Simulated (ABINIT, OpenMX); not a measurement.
## One calculation of Al, 7 ways

```
CELL_PARAMETERS angstrom
0.00000 2.02481 2.02481
2.02481 0.00000 2.02481
2.02481 2.02481 0.00000
ATOMIC_POSITIONS crystal
Al 0.00000 0.00000 0.00000
```

Alike in all runs: task band structure; functional PBE; k mesh 11 × 11 × 11; occupations fermi-dirac, width 0.05 eV; no spin polarisation; no spin-orbit coupling. Pressure is positive in compression and, in plane waves, holds the error of the finite cutoff.

```csv
program and potentials,plane-wave cutoff (eV),notes,pressure (GPa)
"OpenMX, OpenMX 2013 PBE set, Al7.0-s2p1d1, grid cutoff 300 Ry",-,atomic basis,-0.73
"OpenMX, OpenMX 2013 PBE set, Al7.0-s3p2d2, grid cutoff 300 Ry",-,atomic basis,-1.40
"OpenMX, OpenMX 2013 PBE set, Al7.0-s2p2d1, grid cutoff 300 Ry",-,atomic basis,-1.76
"ABINIT, PseudoDojo NC SR PBE v0.5 stringent",544,-,-0.67
"ABINIT, JTH PAW PBE v2.0",544,-,-0.55
"ABINIT, SPMS NC PBE v1.0",435,-,-0.72
"ABINIT, Ansatz NC PBE",544,-,-0.41
```

The pressure spans -1.76 (OpenMX, OpenMX 2013 PBE set, Al7.0-s2p2d1, grid cutoff 300 Ry) to -0.41 GPa (ABINIT, Ansatz NC PBE). Rows in atomic bases carry the error of their basis and grid, which can be large.

Differences between rows come from potentials, basis sets and numerical settings, since the functional is the same but for its coding. Runs on potential files found faulty are left out.
